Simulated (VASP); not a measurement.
GaSe:

```
Ga Se
1.0
     3.74200    0.00000    0.00000
    -1.87100    3.24067    0.00000
     0.00000    0.00000   15.91900
Ga Se
4 4
Direct
  0.33333 0.66667 0.17700
  0.66667 0.33333 0.67700
  0.33333 0.66667 0.32300
  0.66667 0.33333 0.82300
  0.33333 0.66667 0.60000
  0.66667 0.33333 0.10000
  0.33333 0.66667 0.90000
  0.66667 0.33333 0.40000
```

```yaml
Program: VASP 6.6.1
Task: relaxation of cell and atoms
Functional: PBE
Dispersion: D3(BJ)
Potentials_or_basis: VASP PAW PBE potentials, release 64 (Ga_d, Se)
Cutoff: 600 eV
k_mesh: 12 × 12 × 2
Occupations: gaussian, width 0.03 eV
Spin: no spin polarisation
```

At the start: pressure 1.0 GPa; volume 24.13 Å³/atom.

Problem. Where does the relaxation end?

Solution. Over 17 steps the energy falls by 16.5 meV/atom and the volume is 24.59 Å³/atom (+1.9 %); space group P6_3/mmc (No. 194, to 0.05 Å).

Step by step:
| step | energy change (eV) | largest force (eV/Å) | pressure (GPa) | volume (Å³) |
| --- | --- | --- | --- | --- |
| 1 | 0.0000 | 1.2153 | 1.03 | 193.04 |
| 2 | -0.1051 | 0.3865 | 0.37 | 197.38 |
| 3 | -0.1232 | 0.0169 | 0.45 | 196.11 |
| 4 | -0.1231 | 0.0246 | 0.51 | 196.05 |
| 5 | -0.1284 | 0.0639 | -0.18 | 198.18 |
| 6 | -0.1284 | 0.0648 | -0.15 | 198.15 |
| 7 | -0.1302 | 0.0166 | -0.05 | 198.01 |
| 8 | -0.1304 | 0.0296 | -0.02 | 197.94 |
| 9 | -0.1305 | 0.0251 | 0.00 | 197.84 |
| 10 | -0.1307 | 0.0337 | -0.01 | 197.68 |
| 11 | -0.1308 | 0.0293 | -0.02 | 197.62 |
| 12 | -0.1311 | 0.0158 | 0.00 | 197.43 |
| 13 | -0.1315 | 0.0123 | 0.01 | 197.05 |
| 14 | -0.1315 | 0.0202 | -0.02 | 196.93 |
| 15 | -0.1315 | 0.0368 | 0.01 | 196.69 |
| 16 | -0.1315 | 0.0242 | -0.01 | 196.87 |
| 17 | -0.1316 | 0.0073 | -0.01 | 196.69 |

Final structure:
```
Ga Se
1.0
     3.77098    0.00000    0.00000
    -1.88549    3.26576    0.00000
     0.00000    0.00000   15.97129
Ga Se
4 4
Direct
  0.33333 0.66667 0.17344
  0.66667 0.33333 0.67344
  0.33333 0.66667 0.32656
  0.66667 0.33333 0.82656
  0.33333 0.66667 0.59951
  0.66667 0.33333 0.09951
  0.33333 0.66667 0.90049
  0.66667 0.33333 0.40049
```
